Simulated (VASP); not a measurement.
# GaN in VASP: one cell, several levels of theory

What does VASP give for rocksalt GaN, under +1.0 % biaxial strain in x and y, free along z, the cell held fixed? Runs: PBE, r2SCAN. The results are then set beside those of Ansatz 0.2.0 for the same cell. This is a trial cell built on a prototype, not taken from a measured structure, and it needn't be the compound's ground state.

Code: VASP 6.6.1. PAW datasets, plane waves. (Calculated; spin-unpolarised; the phase may be known or hypothetical.)

**1. The system as given**

The cell comes from an earlier relaxation with r2SCAN in another program, then strained, with the atoms relaxed again.

It is tetragonal, I4/mmm (No. 139); a = 3.012 Å, c = 4.177 Å in the conventional setting, 9.47 Å³ an atom. Near Ga stand 6 N at 2.09–2.13 Å; near N stand 6 Ga at 2.09–2.13 Å.

The structure in full:

```cif
data_structure
_symmetry_space_group_name_H-M 'I4/mmm'
_symmetry_Int_Tables_number 139
_cell_length_a 3.0117
_cell_length_b 3.0117
_cell_length_c 4.1770
_cell_angle_alpha 90.000
_cell_angle_beta 90.000
_cell_angle_gamma 90.000
_cell_volume 37.89
loop_
_atom_site_label
_atom_site_type_symbol
_atom_site_symmetry_multiplicity
_atom_site_Wyckoff_symbol
_atom_site_fract_x
_atom_site_fract_y
_atom_site_fract_z
_atom_site_occupancy
Ga1 Ga 2 a 0.00000 0.00000 0.00000 1
N1 N 2 b 0.00000 0.00000 0.50000 1
```

**2. Single point with PBE**

INCAR reads:

```
ENCUT = 520.000000
SIGMA = 0.020000
EDIFF = 1.00e-07
GGA = PE
PREC = Accurate
IBRION = -1
ISIF = 2
ISMEAR = -1
NBANDS = 16
NELM = 120
NSW = 0
LASPH = .TRUE.
LCHARG = .TRUE.
LELF = .TRUE.
LWAVE = .FALSE.
LREAL = .FALSE.
```

KPOINTS reads:

```
KPOINTS created by Atomic Simulation Environment
0
Gamma
10 10 10
0 0 0
```

KPOINTS_OPT reads:

```
special points
8
Reciprocal
0.0000000000 0.0000000000 0.0000000000 1
0.5000000000 0.0000000000 0.5000000000 1
0.6250000000 0.2500000000 0.6250000000 1
0.3750000000 0.3750000000 0.7500000000 1
0.5000000000 0.5000000000 0.5000000000 1
0.5000000000 0.2500000000 0.7500000000 1
0.0026040000 0.1796880000 -0.1770830000 1
0.5000000000 0.5000000000 0.0000000000 1
```

POSCAR reads:

```
Ga N
 1.0000000000000000
     0.0000000000000000    2.1296003866000000    2.0885085120000002
     2.1296003866000000    0.0000000000000000    2.0885085120000002
     2.1296003866000000    2.1296003866000000    0.0000000000000000
 Ga  N
   1   1
Cartesian
  0.0000000000000000  0.0000000000000000  0.0000000000000000
  2.1296003865999995  2.1296003865999995  2.0885085120000002
```

The run uses the recommended PBE PAW datasets (18 valence electrons a neutral cell).

Launch:

```sh
$ mpirun -np 1 vasp_std
```

**3. r2SCAN**

INCAR reads:

```
ENCUT = 520.000000
SIGMA = 0.010000
EDIFF = 1.00e-07
ALGO = Normal
METAGGA = R2SCAN
PREC = Accurate
IBRION = -1
ISIF = 2
ISMEAR = 0
NBANDS = 16
NELM = 120
NSW = 0
LASPH = .TRUE.
LCHARG = .FALSE.
LWAVE = .FALSE.
LREAL = .FALSE.
```

KPOINTS is that of step 2.

KPOINTS_OPT is that of step 2.

POSCAR is that of step 2.

**Question.** What will these runs give? Wanted: for each run, gap; pressure; Ansatz: gap; Ansatz: pressure.

The runs gave:

```
 level  gap (eV)  pressure (GPa)  Ansatz: gap (eV)  Ansatz: pressure (GPa)
   PBE      0.42            6.69              0.44                    5.88
r2SCAN      0.94           -1.05              0.96                   -2.34
```

The gap spans 0.42 eV (PBE) to 0.94 eV (r2SCAN). At this one volume the pressure spans -1.0 GPa (r2SCAN) to 6.7 GPa (PBE): PBE wants the largest cell and r2SCAN the smallest. The two programs agree on the gap within 0.03 eV, far less than the spread between functionals. The two codes have different PAW datasets and cutoffs.
